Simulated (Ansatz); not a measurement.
SnO2 (Cassiterite):

```
CELL_PARAMETERS angstrom
4.73800 0.00000 0.00000
0.00000 4.73800 0.00000
0.00000 0.00000 3.18650
ATOMIC_POSITIONS crystal
Sn 0.50000 0.50000 0.50000
Sn 0.00000 0.00000 0.00000
O 0.80710 0.19290 0.50000
O 0.69290 0.69290 0.00000
O 0.19290 0.80710 0.50000
O 0.30710 0.30710 0.00000
```

Program: Ansatz 0.2.0. Alike in all runs: task band structure; potentials or basis Ansatz PAW; cell as given; cutoff (eV) 420; smearing fermi-dirac 0.05 eV.

Task: Order these runs on this cell by their pressure, lowest first.
A. level PBEsol; spin off; k mesh 6 × 6 × 8
B. level BLYP; spin off; k mesh 6 × 6 × 8
C. level revPBE; spin off; k mesh 6 × 6 × 8
D. level LDA; spin SOC, no magnetisation; k mesh 5 × 5 × 6
E. level PBE; spin SOC, no magnetisation; k mesh 6 × 6 × 8

Result: D (-0.8 GPa), A (4.7 GPa), E (11.0 GPa), C (14.2 GPa), B (16.7 GPa).

Caveats: the PAW data sets come from PBE, with cores solved anew for the run's functional, which leaves a small shift of forces and pressure (some runs); the potentials were made for another functional, which shifts forces and pressure (some runs); so large a pressure means that the cell lies far from this level's equilibrium, or that cutoff or potentials fall short (some runs).

Not every run made on this cell is shown here.
